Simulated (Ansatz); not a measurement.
InSb$_{3}$: a fit and a missing row

InSb$_{3}$, Fm-3m, a = 7.545 Å. The structure is a Materials Project entry; whether it is the stable form wasn't checked. Ansatz: r2SCAN, PAW, 500 eV, Γ-centred 10×10×10 mesh on 4 atoms, Gaussian smearing 0.10 eV; no spin polarisation. Symmetry fixes shape and atoms, so the cell is only scaled; pressure is positive in compression.

| V (Å³/atom) | P (GPa) |
| --- | --- |
| 25.233 | 4.00 |
| 26.038 | 1.81 |
| 26.843 | -0.01 |
| 27.649 | -1.55 |
| 28.454 | ? |

Task: Take V0 = 26.843 Å³/atom, count pressures from its P0 = -0.01 GPa, fit the third-order Birch–Murnaghan form to the other rows, and predict the missing pressure.

Result: With the Eulerian strain f = ½[(V0/V)^(2/3) − 1] and y = (P − P0)/[3f(1 + 2f)^(5/2)], the form is the line y = B0 + 1.5 B0 (B0′ − 4) f. Rows (f, y): 0.02105, 57.3; 0.01025, 56.3; -0.00976, 55.3. Means f = 0.007180, y = 56.300; Σ(Δf)² = 0.0004888, ΣΔfΔy = 0.03081; the slope is their ratio. y = 55.85 + 63.04 f GPa, so B0 = 55.9 GPa and B0′ = 4 + 2 × (63.04)/(3 × 55.85) = 4.75. At V = 28.454, f = -0.01906, y = 54.65 and P = -2.85 GPa. The run gave -2.84 GPa, so the fit is 0.01 GPa too low, within twice the rms miss on the fitted rows (0.006 GPa). The form still works here, 33 % of the fitted range beyond its end.

Cost: 5 runs of about 2.6 core-minutes in all, on Intel Xeon Platinum 8259CL (Skylake/Cascade Lake) (shared hosts).